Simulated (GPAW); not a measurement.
The system is FeSi.

```
CELL_PARAMETERS angstrom
4.55070 0.00000 0.00000
0.00000 4.55070 0.00000
0.00000 0.00000 4.55070
ATOMIC_POSITIONS crystal
Fe 0.86348 0.63652 0.36348
Fe 0.63652 0.36348 0.86348
Fe 0.36348 0.86348 0.63652
Fe 0.13652 0.13652 0.13652
Si 0.15760 0.34240 0.65760
Si 0.34240 0.65760 0.15760
Si 0.65760 0.15760 0.34240
Si 0.84240 0.84240 0.84240
```

Base run:

```yaml
Program: GPAW 26.7.0
Functional: PBEsol
Potentials_or_basis: PAW data sets generated in the run's folder for this functional
Cutoff: 600 eV
Basis: pw
k_mesh: 6 × 6 × 6
Occupations: fermi-dirac, width 0.05 eV
Spin: collinear spin, ferromagnetic start
Starting_moments: "[4.5, 4.5, 4.5, 4.5, 0.0, 0.0, 0.0, 0.0] μB"
```

Its results: band gap on the k mesh none (metal or under the smearing width); pressure -14.7 GPa; largest force 0.063 eV/Å.

Q: The run is repeated on the same cell with these changes: spin from collinear spin, ferromagnetic start to no spin polarisation. What comes out?

A: Band gap on the k mesh 0.13 eV, indirect (least direct gap 0.14 eV); pressure -17.7 GPa; largest force 0.267 eV/Å.

Caveats: the moment fell far below its start of 4.5 μB, so a state of higher moment may lie lower in energy (some runs).

A k mesh can miss the band edges.
